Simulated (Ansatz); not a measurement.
Ni: pressure against volume scale

All results are calculated (Ansatz 0.2.0). Periodic Kohn-Sham DFT of a crystal at fixed atoms, scaled to volume_scale times the given cell; pressure positive in compression, energy less spherical unpolarised free atoms, largest_vzz the field gradient of largest size among the nuclei.

The cell before it is scaled or strained (space group Fm-3m, No. 225):
```
CELL_PARAMETERS angstrom
0.00000 1.76790 1.76790
1.76790 0.00000 1.76790
1.76790 1.76790 0.00000
ATOMIC_POSITIONS crystal
Ni 0.00000 0.00000 0.00000
```

Settings of every row: method all-electron PAW; functional PBE; relativity scalar; k mesh 20x20x20; filling fermi-dirac; smearing width 0.05 eV; nucleus gaussian.

Atom:
```
element  start moment (bohr magneton)
     Ni                           1.5
```

Limits: with one magnetic atom in the cell only parallel moments are possible.

```
row  volume scale  V (Å³/atom)  pressure (GPa)  cell moment (bohr magneton)
  1          0.94       10.388          10.565                         0.63
  2          0.95         10.5           7.987                        0.632
  3          0.96       10.611           5.557                        0.634
  4          0.98       10.832           1.116                        0.637
  5          0.99       10.942          -0.914                        0.639
  6             1       11.052               ?                            ?
  7          1.01       11.163          -4.625                        0.642
  8          1.02       11.274           -6.32                        0.644
  9          1.04       11.493          -9.416                        0.647
 10          1.05       11.604         -10.829                        0.649
 11          1.06       11.714         -12.157                        0.651
```

Question: what pressure should row 6 give?

Worked fit of pressure. Take u = (V_r/V)^(2/3) − 1 with V_r = 11.053 Å³ an atom, which is twice the finite (Eulerian) strain; such expansions in the strain, on which the Birch-Murnaghan equation of state is built, carry the rest volume and the bulk modulus. The shown rows have u = 0.04223, 0.03481, 0.02758, 0.01356, 0.00675, -0.00658, -0.01311, -0.02569, -0.03191, -0.03798. Least squares give pressure = −2.8283 + 279.377 × u + 894.4 × u² GPa; a straight line predicts inner rows, each left out in turn, worse (root mean square 0.5 against 0.011 GPa). The rows lie off it by 0.000, 0.006, 0.000, -0.009, -0.012, 0.003, 0.017, -0.001, 0.003, -0.008 (root mean square 0.008 GPa). The pressure vanishes at u = 0.0098, or V = 10.89 Å³ an atom, and there the bulk modulus at fixed shape and fractions is B = −V dP/dV = (2/3)(1 + u) dP/du = 200 GPa. The withheld row has u = 6e-05, so the fit gives −2.8283 + 279.377 × (6e-05) + 894.4 × (6e-05)² = -2.812 GPa.

The calculation gave -2.825 GPa. The fit lies 0.013 GPa (0.057 % of the column's range) above it; its largest miss of a shown row is 0.017 GPa.

The other values of row 6: cell moment 0.64 bohr magneton.
